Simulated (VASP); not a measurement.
# GaP (R-3m) in VASP: further runs

The runs below take GaP through single point, with PBE.

Program: VASP 6.6.1. These are calculated values, not measurements. Logs are shortened: lines on timing, memory, paths and dates and some standing lists are left out, and cuts for length are marked.

## Step 1: Starting point

Symmetry: R-3m, No. 166, trigonal system. The conventional cell has a = 3.886 Å, b = 3.886 Å, c = 19.292 Å, α = 90.00°, β = 90.00°, γ = 120.00°. Around Ga (site symmetry 3m) lie 3 P at 2.40 Å and 1 Ga at 2.49 Å. Around P (site symmetry 3m) lie 1 P at 2.21 Å and 3 Ga at 2.40 Å.

Measurements of this composition are mostly on another form, of space group No. 216.

## Step 2: Single point, PBE

Input file INCAR:

```
SYSTEM = GaP
ADDGRID = .FALSE. ; ALGO = Normal
EDIFF = 1E-6 ; ENCUT = 350
GGA = PE ; ISIF = 2
ISMEAR = 0 ; LASPH = .TRUE.
LCHARG = .FALSE. ; LREAL = .FALSE.
LWAVE = .FALSE. ; NELM = 100
PREC = Accurate ; SIGMA = 0.05
```

Input file KPOINTS:

```
k-points
0
G
  3 3 3
  0 0 0
```

Input file POSCAR:

```
GaP
1.0
    1.9430151755      1.1218003346      6.4308101003
   -1.9430151755      1.1218003346      6.4308101003
    0.0000000000     -2.2436006692      6.4308101003
Ga P
2 2
Direct
    0.5646280000      0.5646280000      0.5646280000
    0.4353720000      0.4353720000      0.4353720000
    0.9426110000      0.9426110000      0.9426110000
    0.0573890000      0.0573890000      0.0573890000
```

Potentials or basis: VASP PAW PBE potentials, release 64 (Ga_d, P).

Launch:

```sh
cat potpaw_PBE.64/Ga_d/POTCAR potpaw_PBE.64/P/POTCAR > POTCAR
mpirun -np 1 vasp_std > vasp.out
```

OUTCAR:

```text
SYSTEM = GaP
   EDIFF = 1E-6
   ENCUT = 350
   GGA = PE
   ISIF = 2
   ISMEAR = 0
   LASPH = .TRUE.
   LREAL = .FALSE.
   NELM = 100
   PREC = Accurate

 Found      6 irreducible k-points:

 Following reciprocal coordinates:
            Coordinates               Weight
  0.000000  0.000000  0.000000      1.000000
  0.333333 -0.000000 -0.000000      6.000000
  0.333333  0.333333 -0.000000      6.000000
 -0.333333  0.333333  0.000000      6.000000
  0.333333  0.333333  0.333333      2.000000
 -0.333333  0.333333  0.333333      6.000000
   k-points           NKPTS =      6   k-points in BZ     NKDIM =      6   number of bands    NBANDS=     22
   number of dos      NEDOS =    301   number of ions     NIONS =      4
   total plane-waves  NPLWV =  74088
   dimension x,y,z NGX =    42 NGY =   42 NGZ =   42
   dimension x,y,z NGXF=    84 NGYF=   84 NGZF=   84
   ions per type =               2   2
   NGX,Y,Z   is equivalent  to a cutoff of  10.25, 10.25, 10.25 a.u.
   NGXF,Y,Z  is equivalent  to a cutoff of  20.50, 20.50, 20.50 a.u.
 SYSTEM =  GaP
   PREC   = accura    normal or accurate (medium, high low for compatibility)
   ISTART =      0    job   : 0-new  1-cont  2-samecut
   ICHARG =      2    charge: 1-file 2-atom 10-const
   ISPIN  =      1    spin polarized calculation?
   LNONCOLLINEAR =      F non collinear calculations
   LSORBIT =      F    spin-orbit coupling
   LASPH  =      T    aspherical Exc in radial PAW
   ENCUT  =  350.0 eV  25.72 Ry    5.07 a.u.  10.39 10.39 10.39*2*pi/ulx,y,z
   NELM   =    100;   NELMIN=  2; NELMDL= -5     # of ELM steps
   EDIFF  = 0.1E-05   stopping-criterion for ELM
[... 18 lines left out ...]
     AMIX     =   0.40;   BMIX     =  1.00
     AMIX_MAG =   1.60;   BMIX_MAG =  1.00
  volume/ion in A,a.u.               =      21.03       141.89
  Fermi-wavevector in a.u.,A,eV,Ry     =   1.233785  2.331515 20.711129  1.522225
  Thomas-Fermi vector in A             =   2.368501
   LORBIT       =      0    0 simple, 1 ext, 2 COOP (PROOUT), +10 PAW based schemes
   GGA     = PE    functional components
[... 5 lines left out ...]
 non-spin polarized calculation
 Gauss-broadening in eV      SIGMA  =   0.05
  energy-cutoff  :      350.00
  volume of cell :       84.10
 maximum number of plane-waves:      1256
 NGX is ok and might be reduce to    42
   NGX = 21   NGY = 21   NGZ = 21

 number of electron      35.9999998 magnetization

 Free energy of the ion-electron system (eV)
  ---------------------------------------------------
  ext. energy  EPLUGINS =         0.00000000
  ---------------------------------------------------
  free energy    TOTEN  =       -17.25582038 eV

  energy without entropy =      -17.25582038  energy(sigma->0) =      -17.25582038

 E-fermi :   4.9404     XC(G=0):  -9.6356

 val. band max:        4.6812766559   @ k =   0.0000   0.0000   0.0000
 cond. band min:       5.7685376980   @ k =   0.3333   0.3333   0.3333
 fundamental gap:      1.0872610421
 Fermi energy:         4.9403766762

 k-point     1 :       0.0000    0.0000    0.0000
  band No.  band energies     occupation
      1     -10.1511      2.00000
      2     -10.0199      2.00000
      3     -10.0199      2.00000
      4     -10.0000      2.00000
      5     -10.0000      2.00000
      6      -9.9525      2.00000
[... 14 lines left out ...]
     21       7.4004      0.00000
     22       8.3071      0.00000

 k-point     2 :       0.3333   -0.0000   -0.0000
  band No.  band energies     occupation
      1     -10.1356      2.00000
      2     -10.0976      2.00000
      3     -10.0371      2.00000
      4     -10.0155      2.00000
      5      -9.9681      2.00000
      6      -9.9679      2.00000
[... 14 lines left out ...]
     21       7.9734      0.00000
     22       9.4648      0.00000

 k-point     3 :       0.3333    0.3333   -0.0000
  band No.  band energies     occupation
      1     -10.1355      2.00000
      2     -10.0765      2.00000
      3     -10.0532      2.00000
      4     -10.0193      2.00000
      5      -9.9679      2.00000
      6      -9.9669      2.00000
[... 14 lines left out ...]
     21       7.8252      0.00000
     22       8.7249      0.00000

 k-point     4 :      -0.3333    0.3333    0.0000
  band No.  band energies     occupation
      1     -10.1158      2.00000
      2     -10.1139      2.00000
      3     -10.0608      2.00000
      4     -10.0013      2.00000
      5      -9.9992      2.00000
      6      -9.9368      2.00000
[... 14 lines left out ...]
     21       8.4523      0.00000
     22      10.3844      0.00000

 k-point     5 :       0.3333    0.3333    0.3333
  band No.  band energies     occupation
      1     -10.1499      2.00000
      2     -10.0184      2.00000
      3     -10.0184      2.00000
      4     -10.0020      2.00000
      5     -10.0020      2.00000
      6      -9.9531      2.00000
[... 14 lines left out ...]
     21       8.4567      0.00000
     22       8.4567      0.00000

 k-point     6 :      -0.3333    0.3333    0.3333
  band No.  band energies     occupation
      1     -10.1307      2.00000
      2     -10.0907      2.00000
      3     -10.0434      2.00000
      4     -10.0170      2.00000
      5      -9.9688      2.00000
      6      -9.9683      2.00000
[... 14 lines left out ...]
     21       7.7967      0.00000
     22       9.1183      0.00000

------------------------ aborting loop because EDIFF is reached ----------------------------------------

  FORCE on cell =-STRESS in cart. coord.  units (eV):
  Direction    XX          YY          ZZ          XY          YZ          ZX
  --------------------------------------------------------------------------------------
  -------------------------------------------------------------------------------------
  Total        0.7768420      0.7768420     -0.6954809      0.0000000     -0.0000000      0.0000000
  in kB       14.7990758     14.7990758    -13.2491212      0.0000000     -0.0000000      0.0000000
  external PRESSURE =       5.4496768 kB  Pullay stress =       0.0000000 kB

 VOLUME and BASIS-vectors are now :
 -----------------------------------------------------------------------------
  energy-cutoff  :      350.00
  volume of cell :       84.10
      direct lattice vectors                 reciprocal lattice vectors
     1.943015176  1.121800335  6.430810100     0.257332010  0.148570705  0.051833801
    -1.943015176  1.121800335  6.430810100    -0.257332010  0.148570705  0.051833801
     0.000000000 -2.243600669  6.430810100     0.000000000 -0.297141410  0.051833801

 POSITION                                       TOTAL-FORCE (eV/Angst)
 -----------------------------------------------------------------------------------
      0.00000      0.00000     10.89305         0.000000      0.000000     -0.031924
      0.00000      0.00000      8.39938         0.000000     -0.000000      0.031924
      0.00000      0.00000     18.18526         0.000000     -0.000000      0.078887
      0.00000      0.00000      1.10717         0.000000      0.000000     -0.078887
 -----------------------------------------------------------------------------------
    total drift:                                0.000000      0.000000      0.000000

  FREE ENERGIE OF THE ION-ELECTRON SYSTEM (eV)
  ---------------------------------------------------
  free  energy   TOTEN  =       -17.2558203819 eV

  energy  without entropy=      -17.2558203819  energy(sigma->0) =      -17.25582038
```

OSZICAR:

```text
N       E                     dE             d eps       ncg     rms          rms(c)
DAV:   1     0.193128679541E+03    0.19313E+03   -0.14087E+04   276   0.187E+03
DAV:   2     0.188800919868E+01   -0.19124E+03   -0.18652E+03   288   0.399E+02
DAV:   3    -0.170625289127E+02   -0.18951E+02   -0.18785E+02   312   0.112E+02
DAV:   4    -0.176107760458E+02   -0.54825E+00   -0.54744E+00   370   0.202E+01
DAV:   5    -0.176190919202E+02   -0.83159E-02   -0.83150E-02   324   0.217E+00    0.636E+00
DAV:   6    -0.173040371626E+02    0.31505E+00   -0.63935E-01   378   0.111E+01    0.389E+00
DAV:   7    -0.172531025981E+02    0.50935E-01   -0.33972E-01   318   0.327E+00    0.121E+00
DAV:   8    -0.172547445099E+02   -0.16419E-02   -0.39183E-02   350   0.240E+00    0.248E-01
DAV:   9    -0.172554139136E+02   -0.66940E-03   -0.50985E-03   332   0.879E-01    0.883E-02
DAV:  10    -0.172556262000E+02   -0.21229E-03   -0.66889E-04   364   0.204E-01    0.344E-02
DAV:  11    -0.172557966572E+02   -0.17046E-03   -0.16519E-04   306   0.785E-02    0.189E-02
DAV:  12    -0.172558197821E+02   -0.23125E-04   -0.30910E-05   314   0.301E-02    0.884E-03
DAV:  13    -0.172558203819E+02   -0.59977E-06   -0.42415E-06   270   0.191E-02
   1 F= -.17255820E+02 E0= -.17255820E+02  d E =-.454879E-14
```

Wall time 16 s (1 thread of Intel Xeon Platinum 8488C (Sapphire Rapids), shared host); peak memory 0.24 GiB.

These settings aren't checked as converged: the numbers below hold their error.

Results:

```yaml
Free_energy: -17.2558 eV
Pressure: 0.5 GPa
Largest_force: 0.079 eV/Å
Band_gap_on_the_k_mesh: 1.09 eV, indirect (least direct gap 1.11 eV)
```

Caveat: the k mesh is coarse (spacing up to 0.63 Å⁻¹), so the values aren't converged; the cutoff is under 1.25 times the usual one of these potentials, so pressure, stress and relaxed cells hold a basis-set (Pulay) error; an odd mesh through Γ misses points on the zone boundary, where band edges often lie.

## Step 3: Single point, PBE

INCAR, as its differences from that of step 2:

```diff
@@ -2,3 +2,3 @@
 ADDGRID = .FALSE. ; ALGO = Normal
-EDIFF = 1E-6 ; ENCUT = 350
+EDIFF = 1E-6 ; ENCUT = 400
 GGA = PE ; ISIF = 2
```

KPOINTS is that of step 2.

POSCAR is that of step 2.

Potentials or basis: VASP PAW PBE potentials, release 64 (Ga_d, P).

Launch:

```sh
cat potpaw_PBE.64/Ga_d/POTCAR potpaw_PBE.64/P/POTCAR > POTCAR
mpirun -np 1 vasp_std > vasp.out
```

Run time: 21 s. Hardware: 1 thread of Intel Xeon Platinum 8488C (Sapphire Rapids), shared host; peak memory 0.3 GiB.

The run converged, but some of its settings lie outside the range that counts as converged, so its numbers aren't taken as properties of the crystal.

What came out:

```yaml
Free_energy: -17.2547 eV
Pressure: 0.5 GPa
Largest_force: 0.081 eV/Å
Band_gap_on_the_k_mesh: 1.09 eV, indirect (least direct gap 1.11 eV)
```

Caveat: the k mesh is coarse (spacing up to 0.63 Å⁻¹), so the values aren't converged; an odd mesh through Γ misses points on the zone boundary, where band edges often lie.

## Step 4: Single point, PBE

INCAR, as its differences from that of step 3:

```diff
@@ -2,3 +2,3 @@
 ADDGRID = .FALSE. ; ALGO = Normal
-EDIFF = 1E-6 ; ENCUT = 400
+EDIFF = 1E-6 ; ENCUT = 450
 GGA = PE ; ISIF = 2
```

KPOINTS is that of step 3.

POSCAR is that of step 3.

Launch:

```sh
cat potpaw_PBE.64/Ga_d/POTCAR potpaw_PBE.64/P/POTCAR > POTCAR
mpirun -np 1 vasp_std > vasp.out
```

It took 22 s on 1 thread of Intel Xeon Platinum 8488C (Sapphire Rapids), shared host; peak memory 0.3 GiB.

The run converged, but some of its settings lie outside the range that counts as converged, so its numbers aren't taken as properties of the crystal.

What came out:

```
Free energy            : -17.2561 eV
Pressure               : 0.6 GPa
Largest force          : 0.081 eV/Å
Band gap on the k mesh : 1.09 eV, indirect (least direct gap 1.11 eV)
```

Caveat: the k mesh is coarse (spacing up to 0.63 Å⁻¹), so the values aren't converged; an odd mesh through Γ misses points on the zone boundary, where band edges often lie.

## Step 5: Single point, PBE

INCAR, as its differences from that of step 4:

```diff
@@ -2,3 +2,3 @@
 ADDGRID = .FALSE. ; ALGO = Normal
-EDIFF = 1E-6 ; ENCUT = 450
+EDIFF = 1E-6 ; ENCUT = 300
 GGA = PE ; ISIF = 2
```

Input file KPOINTS:

```
k-points
0
G
  4 4 4
  0 0 0
```

POSCAR is that of step 4.

Launch:

```sh
cat potpaw_PBE.64/Ga_d/POTCAR potpaw_PBE.64/P/POTCAR > POTCAR
mpirun -np 1 vasp_std > vasp.out
```

It took 23 s on 1 thread of Intel Xeon Platinum 8488C (Sapphire Rapids), shared host; peak memory 0.22 GiB.

The run converged, but some of its settings lie outside the range that counts as converged, so its numbers aren't taken as properties of the crystal.

What came out:

* Free energy: -17.5956 eV
* Largest force: 0.048 eV/Å
* Band gap on the k mesh: 0.83 eV, indirect (least direct gap 1.12 eV)

Caveat: the k mesh is coarse (spacing up to 0.47 Å⁻¹), so the values aren't converged; the cutoff is under 1.25 times the usual one of these potentials, so pressure, stress and relaxed cells hold a basis-set (Pulay) error.
